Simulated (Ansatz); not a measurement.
# Zn: a slab and its surfaces, (0001), 1 layers, part 1 of 2

Aim: cut a slab of Zn (0001), 1 layers from the relaxed bulk, relax it, and get surface energy and work function. The runs shown use PAW. Its runs: bulk cell relaxed (PAW); bulk in the slab's orientation (PAW); the reference run (PAW); vacuum of 22 Å (PAW); field of 0.2 V/Å along the normal (PAW).

Method: DFT, r2SCAN, PAW with Ansatz's default frozen-core files, scalar-relativistic, in Ansatz 0.2.0.

### 1 The structure to begin with

Symmetry: P6_3/mmc, No. 194, hexagonal system. Conventional cell: a = 2.736 Å, b = 2.736 Å, c = 4.433 Å, α = 90.00°, β = 90.00°, γ = 120.00°. Zn (site symmetry -6m2) is surrounded by 12 Zn at 2.72 to 2.74 Å.

As a file:

```
Zn
1.0
     2.73613    0.00000    0.00000
    -1.36807    2.36956    0.00000
     0.00000    0.00000    4.43253
Zn
2
Cartesian
  0.0000 1.5797 1.1081
  1.3681 0.7899 3.3244
```

Atoms are numbered in the order of the input: Zn1, Zn2.

### 2 Bulk cell relaxed, PAW

input.yaml reads:

```yaml
crystal:
  lattice:
    - [2.7361314921, 0.0, 0.0]
    - [-1.3680657461, 2.3695593803, 0.0]
    - [0.0, 0.0, 4.4325330173]
  atoms:
    - { symbol: Zn, position: [0.3333333333, 0.6666666667, 0.25] }
    - { symbol: Zn, position: [0.6666666667, 0.3333333333, 0.75] }
kpoints:
  mp_grid: { grid: [18, 18, 10] }
scf:
  occupations: { method: fermi_dirac, width: 0.08 }
hamiltonian:
  xc: r2scan
  pseudopotentials: { kind: paw }
output:
  forces: true
  stress: true
relax:
  f_tol: 0.005
  max_steps: 40
  cell: {}
```

Command:

```bash
$ ansatz run input.yaml --threads 1 --pin off --max-ram 3584MiB --backend cpu --events-out ev --progress --plain --runs-dir out
```

The program printed (excerpt; [...] marks lines left out):

```text
[...]
Pseudopotentials: kind: paw
Pseudopotential: Zn, paw, valence charge 12, recommended cutoff 500 eV (meta_gga)
Functional definition: r2SCAN
[...]
Crystal: 2 atoms, lattice volume = 28.738 Å³
Basis set: ecut = 500 eV, 713 PW (Γ), exchange–correlation on 80×80×144 points (64 copies of the dense FFT grid, shifted against one another)
Bands: 16, of which v1, the nominal top of the filled ones, is band 12 counted from 1 (11 counted from 0)
Symmetry: 24 space group operations
Space group: P63/mmc (ITA 194), of the structure as read, at distance tolerance 3.1e-5 Å
k-points: 222 of 3240
[...]
SCF iter   1: F=—  HF=-6651.339810 eV  |F-HF|=—  |Δ(HF+E_count)|=         —  Δρ=2.35e-2  dr2=7.73e-2  dr2_τ=2.36e-3  ethr=1.77e-3  ⟨swp⟩=5.5  Hψ=19071  notcnv=0
[...]
relax step   1: F+E_penalty+E_count = -6651.32209770 eV  Δ(F+E_penalty+E_count) = +0.000e0 eV  max|allowed force component| = 1.573e-16 eV/Å  Δτ_max = 0.0000 Å  P = -1.697 GPa  Ω = 28.738 Å³  (6 SCF iters, dr2 threshold 1.00e-7 eV, accepted)
[...]
relax step   6: F+E_penalty+E_count = -6651.34072610 eV  Δ(F+E_penalty+E_count) = -9.566e-3 eV  max|allowed force component| = 2.313e-16 eV/Å  Δτ_max = 0.0000 Å  P = -0.086 GPa  Ω = 28.679 Å³  energy of the carried Pulay correction = +1.514e-5 eV  (6 SCF iters, dr2 threshold 2.00e-7 eV, accepted)
[...]
relax step   7: F+E_penalty+E_count = -6651.34468288 eV  Δ(F+E_penalty+E_count) = -3.957e-3 eV  max|allowed force component| = 1.573e-16 eV/Å  Δτ_max = 0.0000 Å  P = +2.170 GPa  Ω = 28.628 Å³  energy of the carried Pulay correction = +2.864e-5 eV  (6 SCF iters, dr2 threshold 2.00e-7 eV, accepted)
[...]
```

### 3 The output, continued: bulk cell relaxed

Output, continued:

```text
SCF iter   1: F=—  HF=-6651.343768 eV  |F-HF|=—  |Δ(HF+E_count)|=         —  Δρ=3.15e-3  dr2=2.59e-3  dr2_τ=2.55e-3  ethr=1.12e-5  ⟨swp⟩=3.1  Hψ=32693  notcnv=0
preconditioner: auto → none  [metal: Δε(μ)=0.167 eV  Ē_g=14.162 eV  σ=0.080 eV  W_gap=0.47  n_scr=4 (ndim 8)  ℏωp=33.9 eV  f_vac=0.000  D(μ)=0.21/eV (n_scr^D=0)]
SCF iter   2: F=—  HF=-6651.349363 eV  |F-HF|=—  |Δ(HF+E_count)|=   5.59e-3  Δρ=5.18e-4  dr2=6.81e-5  dr2_τ=3.79e-6  ethr=1.08e-5  ⟨swp⟩=2.0  Hψ=7023  notcnv=0
SCF iter   3: F=—  HF=-6651.349374 eV  |F-HF|=—  |Δ(HF+E_count)|=   1.13e-5  Δρ=6.45e-4  dr2=6.04e-5  dr2_τ=5.87e-7  ethr=2.84e-7  ⟨swp⟩=3.5  Hψ=9000  notcnv=0
SCF iter   4: F=—  HF=-6651.349373 eV  |F-HF|=—  |Δ(HF+E_count)|=   9.03e-7  Δρ=1.59e-4  dr2=4.64e-6  dr2_τ=5.88e-8  ethr=2.51e-7  ⟨swp⟩=2.2  Hψ=6337  notcnv=0
SCF iter   5: F=-6651.349379 eV  HF=-6651.349379 eV  |F-HF|=1.06e-7  |Δ(HF+E_count)|=   5.65e-6  Δρ=1.88e-5  dr2=8.54e-8  dr2_τ=5.97e-10  ethr=8.33e-10  ⟨swp⟩=5.5  Hψ=21860  notcnv=0
SCF 8 converged in 5 iterations: F = -6651.349379 eV  dr2 = 8.54e-8
relax step   8: F+E_penalty+E_count = -6651.34937912 eV  Δ(F+E_penalty+E_count) = -4.696e-3 eV  max|allowed force component| = 1.295e-16 eV/Å  Δτ_max = 0.0000 Å  P = +0.411 GPa  Ω = 28.794 Å³  energy of the carried Pulay correction = -1.568e-5 eV  (5 SCF iters, dr2 threshold 2.00e-7 eV, accepted)
Crystal: 2 atoms, lattice volume = 28.989 Å³
iter 1 solved again at ethr=2.17e-6 eV; its pass at ethr=3.10e-3 eV (dr2=5.21e-4 eV) is discarded
SCF iter   1: F=—  HF=-6651.348733 eV  |F-HF|=—  |Δ(HF+E_count)|=         —  Δρ=1.05e-3  dr2=4.22e-4  dr2_τ=5.22e-4  ethr=2.17e-6  ⟨swp⟩=3.0  Hψ=31801  notcnv=0
preconditioner: auto → none  [metal: Δε(μ)=0.018 eV  Ē_g=14.121 eV  σ=0.080 eV  W_gap=0.06  n_scr=4 (ndim 8)  ℏωp=33.8 eV  f_vac=0.000  D(μ)=0.24/eV (n_scr^D=0)]
SCF iter   2: F=—  HF=-6651.350570 eV  |F-HF|=—  |Δ(HF+E_count)|=   1.84e-3  Δρ=4.56e-4  dr2=2.68e-5  dr2_τ=6.52e-7  ethr=1.76e-6  ⟨swp⟩=2.1  Hψ=6314  notcnv=0
SCF iter   3: F=—  HF=-6651.350570 eV  |F-HF|=—  |Δ(HF+E_count)|=   5.55e-7  Δρ=1.32e-4  dr2=4.21e-6  dr2_τ=1.00e-7  ethr=1.12e-7  ⟨swp⟩=3.2  Hψ=8773  notcnv=0
SCF iter   4: F=—  HF=-6651.350570 eV  |F-HF|=—  |Δ(HF+E_count)|=   9.00e-7  Δρ=6.61e-5  dr2=9.53e-7  dr2_τ=1.18e-8  ethr=1.75e-8  ⟨swp⟩=2.3  Hψ=6645  notcnv=0
SCF iter   5: F=-6651.350572 eV  HF=-6651.350572 eV  |F-HF|=1.14e-7  |Δ(HF+E_count)|=   1.31e-6  Δρ=2.38e-5  dr2=1.63e-7  dr2_τ=1.19e-9  ethr=8.33e-10  ⟨swp⟩=4.3  Hψ=18796  notcnv=0
SCF 9 converged in 5 iterations: F = -6651.350572 eV  dr2 = 1.63e-7
relax step   9: F+E_penalty+E_count = -6651.35057188 eV  Δ(F+E_penalty+E_count) = -1.193e-3 eV  max|allowed force component| = 9.252e-17 eV/Å  Δτ_max = 0.0000 Å  P = +0.233 GPa  Ω = 28.989 Å³  energy of the carried Pulay correction = -6.783e-5 eV  (5 SCF iters, dr2 threshold 2.00e-7 eV, accepted)
Crystal: 2 atoms, lattice volume = 29.076 Å³
iter 1 solved again at ethr=2.27e-7 eV; its pass at ethr=3.10e-3 eV (dr2=5.46e-5 eV) is discarded
SCF iter   1: F=—  HF=-6651.350476 eV  |F-HF|=—  |Δ(HF+E_count)|=         —  Δρ=3.17e-4  dr2=2.30e-5  dr2_τ=2.94e-5  ethr=2.27e-7  ⟨swp⟩=3.2  Hψ=28280  notcnv=0
preconditioner: auto → none  [metal: Δε(μ)=0.046 eV  Ē_g=14.100 eV  σ=0.080 eV  W_gap=0.14  n_scr=4 (ndim 8)  ℏωp=33.7 eV  f_vac=0.000  D(μ)=0.24/eV (n_scr^D=0)]
SCF iter   2: F=—  HF=-6651.350613 eV  |F-HF|=—  |Δ(HF+E_count)|=   1.37e-4  Δρ=1.65e-4  dr2=3.56e-6  dr2_τ=7.01e-8  ethr=9.57e-8  ⟨swp⟩=3.5  Hψ=8387  notcnv=0
SCF iter   3: F=—  HF=-6651.350611 eV  |F-HF|=—  |Δ(HF+E_count)|=   2.24e-6  Δρ=3.19e-5  dr2=2.33e-7  dr2_τ=2.83e-9  ethr=1.48e-8  ⟨swp⟩=3.4  Hψ=8564  notcnv=0
SCF iter   4: F=-6651.350611 eV  HF=-6651.350611 eV  |F-HF|=5.78e-8  |Δ(HF+E_count)|=   1.92e-7  Δρ=1.38e-5  dr2=3.35e-8  dr2_τ=8.26e-10  ethr=5.91e-10  ⟨swp⟩=6.0  Hψ=17413  notcnv=0
SCF 10 converged in 4 iterations: F = -6651.350611 eV  dr2 = 3.35e-8
relax step  10: F+E_penalty+E_count = -6651.35061121 eV  Δ(F+E_penalty+E_count) = -3.932e-5 eV  max|allowed force component| = 8.327e-17 eV/Å  Δτ_max = 0.0000 Å  P = -0.001 GPa  Ω = 29.076 Å³  energy of the carried Pulay correction = -9.071e-5 eV  (4 SCF iters, dr2 threshold 1.42e-7 eV, accepted)
Basis set: ecut = 500 eV, 727 PW (Γ), exchange–correlation on 80×80×160 points (64 copies of the dense FFT grid, shifted against one another)
Initial wavefunctions: pseudopotential atomic-orbital guess (no wavefunctions were taken with the density)
iter 1 solved again at ethr=1.67e-8 eV; its pass at ethr=3.10e-3 eV (dr2=4.00e-6 eV) is discarded
SCF iter   1: F=—  HF=-6651.350878 eV  |F-HF|=—  |Δ(HF+E_count)|=         —  Δρ=6.17e-4  dr2=3.44e-6  dr2_τ=4.76e-6  ethr=1.67e-8  ⟨swp⟩=3.0  Hψ=28317  notcnv=0
preconditioner: auto → none  [metal: Δε(μ)=0.045 eV  Ē_g=14.096 eV  σ=0.080 eV  W_gap=0.14  n_scr=4 (ndim 8)  ℏωp=33.7 eV  f_vac=0.000  D(μ)=0.24/eV (n_scr^D=0)]
SCF iter   2: F=—  HF=-6651.351423 eV  |F-HF|=—  |Δ(HF+E_count)|=   5.45e-4  Δρ=3.21e-4  dr2=2.08e-6  dr2_τ=5.76e-6  ethr=1.43e-8  ⟨swp⟩=2.0  Hψ=6261  notcnv=0
SCF iter   3: F=—  HF=-6651.351615 eV  |F-HF|=—  |Δ(HF+E_count)|=   1.91e-4  Δρ=1.06e-4  dr2=4.77e-7  dr2_τ=5.22e-7  ethr=8.66e-9  ⟨swp⟩=2.0  Hψ=6261  notcnv=0
SCF iter   4: F=—  HF=-6651.351633 eV  |F-HF|=—  |Δ(HF+E_count)|=   1.83e-5  Δρ=2.31e-5  dr2=2.62e-8  dr2_τ=2.30e-8  ethr=1.99e-9  ⟨swp⟩=2.0  Hψ=6260  notcnv=0
SCF iter   5: F=—  HF=-6651.351634 eV  |F-HF|=—  |Δ(HF+E_count)|=   1.13e-6  Δρ=3.54e-6  dr2=8.99e-10  dr2_τ=4.83e-10  ethr=1.09e-10  ⟨swp⟩=2.0  Hψ=6272  notcnv=0
SCF iter   6: F=—  HF=-6651.351634 eV  |F-HF|=—  |Δ(HF+E_count)|=   1.71e-8  Δρ=8.60e-7  dr2=7.31e-11  dr2_τ=1.33e-11  ethr=3.75e-12  ⟨swp⟩=2.0  Hψ=6224  notcnv=0
SCF iter   7: F=-6651.351634 eV  HF=-6651.351634 eV  |F-HF|=1.82e-12  |Δ(HF+E_count)|=  5.11e-10  Δρ=7.67e-8  dr2=6.50e-13  dr2_τ=5.45e-14  ethr=1.00e-12  ⟨swp⟩=6.0  Hψ=16921  notcnv=0
SCF 11 converged in 7 iterations: F = -6651.351634 eV  dr2 = 6.50e-13
relax step  11: F+E_penalty+E_count = -6651.35163420 eV  Δ(F+E_penalty+E_count) = -1.023e-3 eV  max|allowed force component| = 7.401e-17 eV/Å  Δτ_max = 0.0000 Å  P = +0.022 GPa  Ω = 29.076 Å³  stress off target by 9.18e-2 GPa  SCF on the basis re-selected at this cell (its energy is not comparable with the rows above)  (7 SCF iters)
basis re-selected at this cell: Δ(F+E_penalty+E_count) = -1.023e-3 eV, ΔP = +0.023 GPa vs the last step (what re-selecting the basis moved, of the pressure what is left beyond the Pulay correction that the steps carried, after the strain that the cell walked since its last selection, with what the two solves' SCF thresholds leave and, on support functions, any second-order correction that the steps lacked; it is no measure of the basis error at this ecutwfc). The dense FFT grid was sized anew with the basis: this SCF ran on 20×20×40 points, the steps before it on 20×20×36, so part of this shift can come from that change (see relax.cell in the input reference). This SCF's stress stands 9.18e-2 GPa from its target on what of the cell is left free (relax.cell.stress_tol is 5.00e-2 GPa) and its largest allowed force component is 7.40e-17 eV/Å (relax.f_tol is 5.00e-3 eV/Å): not within both, so this SCF does not close the relaxation
Crystal: 2 atoms, lattice volume = 29.095 Å³
iter 1 solved again at ethr=1.57e-8 eV; its pass at ethr=3.10e-3 eV (dr2=3.76e-6 eV) is discarded
SCF iter   1: F=—  HF=-6651.351620 eV  |F-HF|=—  |Δ(HF+E_count)|=         —  Δρ=9.99e-5  dr2=3.90e-6  dr2_τ=4.65e-6  ethr=1.57e-8  ⟨swp⟩=2.2  Hψ=21504  notcnv=0
preconditioner: auto → none  [metal: Δε(μ)=0.020 eV  Ē_g=14.090 eV  σ=0.080 eV  W_gap=0.06  n_scr=4 (ndim 8)  ℏωp=33.7 eV  f_vac=0.000  D(μ)=0.24/eV (n_scr^D=0)]
SCF iter   2: F=—  HF=-6651.351637 eV  |F-HF|=—  |Δ(HF+E_count)|=   1.73e-5  Δρ=4.30e-5  dr2=2.34e-7  dr2_τ=6.30e-9  ethr=1.57e-8  ⟨swp⟩=2.0  Hψ=6214  notcnv=0
SCF iter   3: F=—  HF=-6651.351637 eV  |F-HF|=—  |Δ(HF+E_count)|=   2.12e-8  Δρ=1.37e-5  dr2=4.64e-8  dr2_τ=1.13e-9  ethr=8.77e-11  ⟨swp⟩=5.1  Hψ=15114  notcnv=0
SCF iter   4: F=-6651.351637 eV  HF=-6651.351637 eV  |F-HF|=1.18e-8  |Δ(HF+E_count)|=   7.40e-9  Δρ=6.57e-6  dr2=9.58e-9  dr2_τ=1.14e-10  ethr=8.77e-11  ⟨swp⟩=4.6  Hψ=13168  notcnv=0
SCF 12 converged in 4 iterations: F = -6651.351637 eV  dr2 = 9.58e-9
relax step  12: F+E_penalty+E_count = -6651.35163749 eV  Δ(F+E_penalty+E_count) = -3.296e-6 eV  max|allowed force component| = 3.146e-16 eV/Å  Δτ_max = 0.0000 Å  P = +0.006 GPa  Ω = 29.095 Å³  energy of the carried Pulay correction = -7.036e-6 eV  (4 SCF iters, dr2 threshold 2.11e-8 eV, accepted)
iter 1 solved again at ethr=1.00e-9 eV; its pass at ethr=3.10e-3 eV (dr2=2.41e-7 eV) is discarded
SCF iter   1: F=—  HF=-6651.351645 eV  |F-HF|=—  |Δ(HF+E_count)|=         —  Δρ=6.56e-6  dr2=9.66e-9  dr2_τ=3.53e-10  ethr=1.00e-9  ⟨swp⟩=4.2  Hψ=30589  notcnv=0
preconditioner: auto → none  [metal: Δε(μ)=0.021 eV  Ē_g=14.089 eV  σ=0.080 eV  W_gap=0.06  n_scr=4 (ndim 8)  ℏωp=33.7 eV  f_vac=0.000  D(μ)=0.24/eV (n_scr^D=0)]
SCF iter   2: F=—  HF=-6651.351645 eV  |F-HF|=—  |Δ(HF+E_count)|=   3.59e-8  Δρ=4.86e-6  dr2=3.45e-9  dr2_τ=3.85e-11  ethr=4.03e-11  ⟨swp⟩=2.0  Hψ=6209  notcnv=0
SCF iter   3: F=—  HF=-6651.351645 eV  |F-HF|=—  |Δ(HF+E_count)|=   5.48e-9  Δρ=1.90e-6  dr2=9.16e-10  dr2_τ=1.19e-11  ethr=1.44e-11  ⟨swp⟩=2.0  Hψ=6222  notcnv=0
SCF iter   4: F=—  HF=-6651.351645 eV  |F-HF|=—  |Δ(HF+E_count)|=  7.23e-10  Δρ=3.46e-7  dr2=2.03e-11  dr2_τ=9.98e-14  ethr=3.81e-12  ⟨swp⟩=2.0  Hψ=6236  notcnv=0
SCF iter   5: F=-6651.351645 eV  HF=-6651.351645 eV  |F-HF|=1.82e-12  |Δ(HF+E_count)|=  1.27e-11  Δρ=4.71e-8  dr2=4.41e-13  dr2_τ=3.72e-15  ethr=1.00e-12  ⟨swp⟩=5.4  Hψ=15410  notcnv=0
SCF 13 converged in 5 iterations: F = -6651.351645 eV  dr2 = 4.41e-13
relax step  13: F+E_penalty+E_count = -6651.35164463 eV  Δ(F+E_penalty+E_count) = -7.137e-6 eV  max|allowed force component| = 3.146e-16 eV/Å  Δτ_max = 0.0000 Å  P = +0.006 GPa  Ω = 29.095 Å³  stress off target by 1.06e-2 GPa  SCF on the basis re-selected at this cell (its energy is not comparable with the rows above)  (5 SCF iters)
basis re-selected at this cell: Δ(F+E_penalty+E_count) = -7.137e-6 eV, ΔP = -0.000 GPa vs the last step (what re-selecting the basis moved, of the pressure what is left beyond the Pulay correction that the steps carried, after the strain that the cell walked since its last selection, with what the two solves' SCF thresholds leave and, on support functions, any second-order correction that the steps lacked; it is no measure of the basis error at this ecutwfc). This SCF's stress stands 1.06e-2 GPa from its target on what of the cell is left free (relax.cell.stress_tol is 5.00e-2 GPa) and its largest allowed force component is 3.15e-16 eV/Å (relax.f_tol is 5.00e-3 eV/Å): within both
SCF converged after 5 iterations
Free energy (F): -6651.351645 eV
Harris-Foulkes:  -6651.351645 eV  (|F-HF|=1.82e-12)
Internal energy: -6651.346471 eV  (E = F + TS)
E sigma→0 (E₀):  -6651.349058 eV
Entropy (-TS):   -0.005173 eV (-2.587 meV/atom)
Fermi energy:    11.549377 eV
--- Per-component energies (eV) ---
  E_band       = 100.344126
  E_kinetic    = 261.616997
  E_local      = -3033.270632  (includes V_loc(G=0)·N_el)
  E_nonlocal   = 1226.597586
  E_hartree    = 1277.650956
  E_xc         = -249.668787
  E_vxc        = -110.270535  (∫ρ·V_xc dr)
  E_paw        = -3691.406563  (= ΣΔE_a)
  E_vpaw       = -806.060985  (= ΣTr[D̂ρ^β])
  E_aug_tail   = -0.000089  (compensation charges beyond the density's cutoff)
  E_vtau       = 6.429865  (kinetic-family band-sum trace: ∫τ·v_τ [+ j·A + Jᵃ·Aᵃ] dr)
  E_ewald      = -2442.500702
  E_core_change = -0.365237  (= ΣΔE_core)
  E_smearing   = -0.005173  (= −TS)
  E_closure    = -0.000000  (closes the sum)
  Σ components = -6651.351645   (vs F -6651.351645, Δ=0.00e0)
--- Forces (eV/Å), atoms counted from 1 ---
  atom   1  Zn     0.00000000     0.00000000    -0.00000000
  atom   2  Zn    -0.00000000    -0.00000000     0.00000000
  max |Σ_I F_I| component: 1.85e-17 eV/Å
--- Stress (GPa, compression-positive) ---
        0.003115       0.000000      -0.000000
        0.000000       0.003115       0.000000
       -0.000000       0.000000       0.010557
  P = ⅓ Tr σ = 0.0056 GPa (0.056 kbar)
--- Relaxed structure (11 steps of the walk, 11 accepted, 2 SCFs on fresh bases) ---
  F+E_penalty+E_count = -6651.35164463 eV   max|allowed force component| = 3.146e-16 eV/Å   (the final SCF, on the basis selected at the relaxed cell)
  cell:  # Å, volume = 29.0952 Å³
    - [2.595580370796458, 2.7384628117906217e-11, 3.938961402861329e-33]
    - [-1.2977901854219447, 2.2478385386602735, -7.184116073888542e-33]
    - [4.0585997393072215e-33, -9.290070934036559e-33, 4.9867998222391074]
  atoms:
    - { symbol: Zn, position: [0.33333333333333326, 0.6666666666666666, 0.25000000000000006] }
    - { symbol: Zn, position: [0.6666666666666667, 0.3333333333333333, 0.7500000000000001] }
```

Run time: 2 min. Hardware: 1 thread of AMD EPYC 7B13 (Zen 3), shared host; peak memory 0.54 GiB.

The steps of the relaxation:

```csv
step,energy from step 1 (eV/cell),largest force component (eV/Å),pressure (GPa),volume (Å³)
1,0.0000,0.0000,-1.70,28.74
2,-0.0036,0.0000,-0.48,28.33
3,-0.0050,0.0000,0.30,28.09
4,-0.0064,0.0000,0.77,27.97
5,-0.0091,0.0000,1.67,27.89
6,-0.0186,0.0000,-0.09,28.68
7,-0.0226,0.0000,2.17,28.63
8,-0.0273,0.0000,0.41,28.79
9,-0.0285,0.0000,0.23,28.99
10,-0.0285,0.0000,0.00,29.08
11,-0.0295,0.0000,0.02,29.08
12,-0.0295,0.0000,0.01,29.10
13,-0.0295,0.0000,0.01,29.10
```

Step 1 is the start. Steps 11, 13 repeat the geometry before on a plane-wave basis chosen anew for that cell, so the energy can jump there without any move; the table keeps such jumps.

| input's cell | before | after | change |
| --- | --- | --- | --- |
| a (Å) | 2.736 | 2.596 | -5.1 % |
| b (Å) | 2.736 | 2.596 | -5.1 % |
| c (Å) | 4.433 | 4.987 | +12.5 % |
| volume (Å³/atom) | 14.37 | 14.55 | +1.2 % |

(Continued in part 2 of 2.)
